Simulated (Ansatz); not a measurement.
# Cu2O (Cuprite): O vacancy

What does an O vacancy cost in Cu2O (Cuprite), and how do its neighbours move? It is set in a cell of 18 host atoms, in the charges +2, +1, 0.

The COD entry's cell or inner coordinates are ideal or old and differ from later refinements, so a difference from it is no clean test against experiment.

Program: Ansatz 0.2.0. Level of theory: DFT PBE, scalar-relativistic, plane waves, PAW. These are calculated values, not measurements.

1 further run of the same task is left out (set aside as unsound or not needed).

### Step 1. Starting point

Symmetry: Pn-3m, No. 224, cubic system. The conventional cell has a = 4.298 Å, b = 4.298 Å, c = 4.298 Å, α = 90.00°, β = 90.00°, γ = 90.00°. Around Cu (site symmetry -3m) lie 2 O at 1.86 Å. O (site symmetry -43m) is surrounded by 4 Cu at 1.86 Å.

As a file:

```
CELL_PARAMETERS angstrom
4.29824 0.00000 0.00000
0.00000 4.29824 0.00000
0.00000 0.00000 4.29824
ATOMIC_POSITIONS crystal
Cu 0.25000 0.25000 0.25000
Cu 0.25000 0.75000 0.75000
Cu 0.75000 0.75000 0.25000
Cu 0.75000 0.25000 0.75000
O 0.00000 0.00000 0.00000
O 0.50000 0.50000 0.50000
```

This cell was relaxed beforehand with the same method: volume 13.23 Å³/atom, gap on the mesh 0.48 eV.

### Step 2. Seeking the band edges of the host

input.yaml

```yaml
crystal:
  lattice:
    - [4.2982410438, 0.0, 0.0]
    - [0.0, 4.2982410438, 0.0]
    - [0.0, 0.0, 4.2982410438]
  atoms:
    - { symbol: Cu, position: [0.25, 0.25, 0.25] }
    - { symbol: Cu, position: [0.25, 0.75, 0.75] }
    - { symbol: Cu, position: [0.75, 0.75, 0.25] }
    - { symbol: Cu, position: [0.75, 0.25, 0.75] }
    - { symbol: O, position: [0.0, 0.0, 0.0] }
    - { symbol: O, position: [0.5, 0.5, 0.5] }
basis:
  ecutwfc: 420
  xc_grid: 2
kpoints:
  mp_grid: { grid: [8, 8, 8] }
  band_path: { path: [VBM, CBM], npoints: 2 }
hamiltonian:
  xc: pbe
scf:
  occupations: { method: gaussian, width: 0.02 }
output:
  forces: true
  stress: true
  eigenvalues: true
```

Run with:

```bash
$ ansatz run input.yaml --threads 2 --pin off --max-ram 5120MiB --backend cpu --events-out ev --progress --plain --runs-dir out
```

Further runs follow: screening of the host, by linear response; the perfect supercell; charge state 0; charge state +1; charge +1 again, with another moment; charge state +2.

Q: Predict the outcome of this session. Wanted: formation energy, neutral; nearest atoms after relaxation, one image of each, neutral.

**Answer**, as computed:

```
                                                  quantity                                           value
                                 formation energy, neutral                                         2.46 eV
nearest atoms after relaxation, one image of each, neutral  1 Cu at 1.46 Å, 2 Cu at 1.62 Å, 1 Cu at 1.63 Å
                       level (+2/+1) above the valence top                      -0.78 eV (outside the gap)
                        level (+1/0) above the valence top                      -0.54 eV (outside the gap)
```

What this shows: The neutral defect costs 2.46 eV against the elements. With elemental O as the reservoir this is the highest cost; O-poor conditions lower it. Spin polarisation was off in the neutral run, so a moment could not show there. Among the charges computed the stable one is 0 at the valence top and stays so across the gap of 0.48 eV. In charges +2 and +1 the extra carrier would gain by moving to a band edge of the host at this level and cell size; a small cell and a semilocal functional both favour that, so a real bound level isn't ruled out. The alignment term, up to 1.90 eV here, is marked as doubtful by the program in a cell of this size. Levels are placed in the host's Kohn-Sham gap, which is usually too small at this level and squeezes them. A cell of 18 sites leaves finite-size errors of tenths of an eV, or more where the defect fills or empties host bands. Other minima may exist. Some metallic runs here have no spin polarisation while others do, so their energies compare only roughly.
